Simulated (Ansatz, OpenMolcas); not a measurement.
# Predicting a hybrid from its neighbours: C2H2Cl2 (cis-1,2-Dichloroethene)

C2H2Cl2: 6 atoms, total charge 0, spin state singlet. SMILES: `Cl/C=C\Cl`. The shape is that of a PBE0-D4/def2-TZVP optimisation.

The electronic atomisation energy y, in eV, basis 6-311+G(d,p); a is the functional's share of exact exchange. Programs: Ansatz 0.2.0, OpenMolcas 26.06.

| functional | program | a | y (eV) |
| --- | --- | --- | --- |
| r2SCAN | Ansatz | 0 | 22.53 |
| TPSS | OpenMolcas | 0 | 22.43 |
| B3LYP | Ansatz | 0.2 | 21.94 |
| PBE0 | Ansatz | 0.25 | ? |
| BHLYP | Ansatz | 0.5 | 21.10 |

Fit y = c + s·a to the known rows and predict PBE0.


1. Means of the 4 rows: a = 0.1750, y = 22.000.
2. Σ(Δa)² = 0.1675, Σ(Δa·Δy) = -0.462, so the slope is -0.462/0.1675 = -2.7582.
3. Intercept: 22.000 − (-2.7582) × 0.1750 = 22.483. The largest residual of the fit is 0.053.
4. PBE0: 22.483 + (-2.7582) × 0.25 = 21.79 eV.

The run gave 22.58 eV, so the prediction is off by -0.79 eV, more than the largest residual. The rows mix families of semi-local functionals, which the line can't see.
